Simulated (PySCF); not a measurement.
## Sn: equation of state with LDA

Crystal: Sn.

```xyz
2
Lattice="-2.9401 2.9401 1.5993 2.9401 -2.9401 1.5993 2.9401 2.9401 -1.5993" Properties=species:S:1:pos:R:3 pbc="T T T"
Sn    0.0000    0.0000    0.0000
Sn    0.0000    2.9401    0.7997
```

```
Program             : PySCF 2.14.0
Task                : equation of state
Functional          : LDA
Potentials or basis : DZVP-MOLOPT-SR/GTH-PBE (potentials made for PBE)
k mesh              : 6 × 6 × 6
Occupations         : fermi-dirac, width 0.05 eV
Spin                : no spin polarisation
```

```
Equilibrium volume                        : 28.81 Å³/atom
Bulk modulus at fixed shape and positions : 48 GPa
Pressure derivative of the bulk modulus   : 4.9
```

Energy against volume, from the lowest point:
```tsv
volume (Å³/atom)	energy (meV/atom)
25.991	50.22
26.544	31.14
27.097	17.09
27.650	7.53
28.203	1.98
28.756	0.00
29.309	1.22
```

Run time: 15 min on 4 threads of Intel(R) Xeon(R) Processor @ 2.50GHz (Skylake/Cascade Lake), on a shared host.

Caveat: the k mesh is coarse (spacing up to 0.37 Å⁻¹), so the values aren't converged; the potentials were made for another functional, which shifts forces and pressure; the cell was scaled at fixed shape and fractional positions, which overstates the stiffness of a crystal with free parameters, most of all of layers and chains; the basis of atomic orbitals isn't converged, which shifts pressures, moduli and gaps.
